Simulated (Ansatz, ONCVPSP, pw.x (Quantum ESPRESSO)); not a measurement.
# pw.x on bcc Ir: one setting changed

Potential: optimised norm-conserving Vanderbilt (ONCV), ONCVPSP 4.0.1.1 (patched build), PBE; core [Kr] 4d10 4f14, reference 5s2 5p6 5d7 6s1; waves: 5s+6s: rc 1.68 bohr, ncon 4, nbas 8, qcut 5.5 1/bohr, 2 projectors; 5p: rc 1.44 bohr, ncon 4, nbas 7, qcut 10.8 1/bohr, 3 projectors, debl 3.2 Ha; 5d: rc 1.38 bohr, ncon 4, nbas 8, qcut 7.3 1/bohr, 2 projectors, debl 0.6 Ha; f scattering state at 0.22 Ha: rc 1.38 bohr, ncon 4, nbas 7, qcut 8 1/bohr, 1 projector; local part: polynomial inside 1.06 bohr (lpopt 3, dvloc0 3 Ha); core correction: none.

The reference run (k-mesh 15³, cutoffs 120/480 Ry, Fermi–Dirac 0.01 Ry, mixing_beta 0.4, conv_thr 1e-9, no spin) gives -2.32 GPa at 15.159 Å³/atom, where all-electron LAPW gives -1.43 GPa. This run, with its own iteration cap, changes nspin = 2 with starting_magnetization to -0.3.

```
&control
  calculation='scf', prefix='x', pseudo_dir='./', outdir='./tmp', tstress=.true., disk_io='none'
/
&system
  ibrav=0, nat=1, ntyp=1, ecutwfc=120, ecutrho=480, nbnd=17,
  occupations='smearing', smearing='fd', degauss=0.01, nspin=2, starting_magnetization(1)=-0.3
/
&electrons
  conv_thr=1e-09, mixing_beta=0.4, electron_maxstep=60
/
ATOMIC_SPECIES
Ir 1.0 Ir.UPF
CELL_PARAMETERS angstrom
  -1.55908641 1.55908641 1.55908641
  1.55908641 -1.55908641 1.55908641
  1.55908641 1.55908641 -1.55908641
ATOMIC_POSITIONS crystal
Ir 0.0000 0.0000 0.0000
K_POINTS automatic
15 15 15 0 0 0
```

```bash
pw.x < Ir.scf.in > Ir.scf.out
```

Q: How does the run end?

A: It converges in 13 iterations; the free energy moves by -1.4 meV/atom and the pressure by +0.36 GPa.

```
Message from routine setup:
     using ibrav=0 with symmetry is DISCOURAGED, use correct ibrav instead
     lattice parameter (alat)  =       5.1030  a.u.
     unit-cell volume          =     102.2980 (a.u.)^3
     number of electrons       =        17.00
     number of Kohn-Sham states=           17
     kinetic-energy cutoff     =     120.0000  Ry
     charge density cutoff     =     480.0000  Ry
     scf convergence threshold =      1.0E-09
     Exchange-correlation= PBE
     atomic species   magnetization
     number of k points=   120  Fermi-Dirac smearing, width (Ry)=  0.0100
     iteration #  1     ecut=   120.00 Ry     beta= 0.40
     total energy              =    -211.03506718 Ry
     estimated scf accuracy    <       1.19245974 Ry
     total magnetization       =    -1.72 Bohr mag/cell
     absolute magnetization    =     1.72 Bohr mag/cell
     iteration #  2     ecut=   120.00 Ry     beta= 0.40
     total energy              =    -211.19288975 Ry
     estimated scf accuracy    <       0.09976015 Ry
     total magnetization       =    -1.59 Bohr mag/cell
     absolute magnetization    =     1.61 Bohr mag/cell
     iteration #  3     ecut=   120.00 Ry     beta= 0.40
     total energy              =    -211.22877826 Ry
     estimated scf accuracy    <       0.02123954 Ry
     total magnetization       =    -1.30 Bohr mag/cell
     absolute magnetization    =     1.33 Bohr mag/cell
     iteration #  4     ecut=   120.00 Ry     beta= 0.40
     total energy              =    -211.23964113 Ry
     estimated scf accuracy    <       0.00172983 Ry
     total magnetization       =    -0.80 Bohr mag/cell
     absolute magnetization    =     0.83 Bohr mag/cell
     iteration #  5     ecut=   120.00 Ry     beta= 0.40
     total energy              =    -211.24000285 Ry
     estimated scf accuracy    <       0.00049412 Ry
     total magnetization       =    -0.76 Bohr mag/cell
     absolute magnetization    =     0.78 Bohr mag/cell
     iteration #  6     ecut=   120.00 Ry     beta= 0.40
     total energy              =    -211.24136874 Ry
     estimated scf accuracy    <       0.00005752 Ry
     total magnetization       =    -0.55 Bohr mag/cell
     absolute magnetization    =     0.56 Bohr mag/cell
     iteration #  7     ecut=   120.00 Ry     beta= 0.40
     total energy              =    -211.24130167 Ry
     estimated scf accuracy    <       0.00010018 Ry
     total magnetization       =    -0.55 Bohr mag/cell
     absolute magnetization    =     0.56 Bohr mag/cell
     iteration #  8     ecut=   120.00 Ry     beta= 0.40
     total energy              =    -211.24138419 Ry
     estimated scf accuracy    <       0.00000436 Ry
     total magnetization       =    -0.46 Bohr mag/cell
     absolute magnetization    =     0.47 Bohr mag/cell
     iteration #  9     ecut=   120.00 Ry     beta= 0.40
     total energy              =    -211.24150101 Ry
     estimated scf accuracy    <       0.00000142 Ry
     total magnetization       =    -0.38 Bohr mag/cell
     absolute magnetization    =     0.38 Bohr mag/cell
     iteration # 10     ecut=   120.00 Ry     beta= 0.40
     total energy              =    -211.24152092 Ry
     estimated scf accuracy    <       0.00000072 Ry
     total magnetization       =    -0.33 Bohr mag/cell
     absolute magnetization    =     0.34 Bohr mag/cell
     iteration # 11     ecut=   120.00 Ry     beta= 0.40
     total energy              =    -211.24155767 Ry
     estimated scf accuracy    <       0.00000004 Ry
     total magnetization       =    -0.37 Bohr mag/cell
     absolute magnetization    =     0.38 Bohr mag/cell
     iteration # 12     ecut=   120.00 Ry     beta= 0.40
     total energy              =    -211.24155508 Ry
     estimated scf accuracy    <       0.00000004 Ry
     total magnetization       =    -0.37 Bohr mag/cell
     absolute magnetization    =     0.38 Bohr mag/cell
     iteration # 13     ecut=   120.00 Ry     beta= 0.40
     the Fermi energy is    23.5498 ev
!    total energy              =    -211.24155821 Ry
     estimated scf accuracy    <          5.2E-10 Ry
     smearing contrib. (-TS)   =      -0.00861518 Ry
     The total energy is F=E-TS. E is the sum of the following terms:
     one-electron contribution =     -42.73896990 Ry
     hartree contribution      =      31.03741522 Ry
     xc contribution           =     -21.04351720 Ry
     ewald contribution        =    -178.48787115 Ry
     total magnetization       =    -0.38 Bohr mag/cell
     absolute magnetization    =     0.39 Bohr mag/cell
     convergence has been achieved in  13 iterations
          total   stress  (Ry/bohr**3)                   (kbar)     P=      -19.53
     Message from routine punch:
     Nothing written, as per user request (disk_io='none')
```

The run took about 1.9 min on one core of a shared host (Intel(R) Xeon(R) Platinum 8488C, 192 threads, 744 GiB, load 258).
